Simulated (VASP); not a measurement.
CoO, 2 atoms in the cell. Symmetry: I4/mmm, No. 139, tetragonal system. Conventional cell: a = 3.016 Å, b = 3.016 Å, c = 4.215 Å, α = 90.00°, β = 90.00°, γ = 90.00°. Co (site symmetry 4/mmm) has 6 O at 2.11 to 2.13 Å as nearest neighbours. Around O (site symmetry 4/mmm) lie 6 Co at 2.11 to 2.13 Å. 

* Program: VASP 6.6.1
* Task: single point
* Functional: PBE0(alpha)
* Potentials or basis: VASP PAW PBE potentials, release 64 (Co, O)
* Cutoff: 520 eV
* k mesh: 6 × 6 × 6
* Occupations: fermi-dirac, width 0.05 eV
* Spin: collinear spin, ferromagnetic start
* Starting moments: [2.0, 0.0] μB
* Share of exact exchange: 0.05
* Grid for exact exchange (PRECFOCK): Fast
* Exchange at q = 0: truncated
* Further INCAR settings: ALGO = Normal; EDIFF = 1e-06

Potentials or basis: VASP PAW PBE potentials, release 64 (Co, O).

Launch:

```sh
$ cat potpaw_PBE.64/Co/POTCAR potpaw_PBE.64/O/POTCAR > POTCAR
$ cp INCAR.step1 INCAR
$ mpirun -np 1 vasp_std > vasp.out
$ cp INCAR.step2 INCAR
$ mpirun -np 1 vasp_std > vasp.out
```

Hardware: 1 thread of Intel(R) Xeon(R) 6975P-C (Granite Rapids) (shared host).

How long does it take, and how much memory?

Wall time 16 min on 1 thread of Intel(R) Xeon(R) 6975P-C (Granite Rapids), with other jobs on the host, peak memory 0.16 GiB. Counts: scf iterations 14, k points 30.
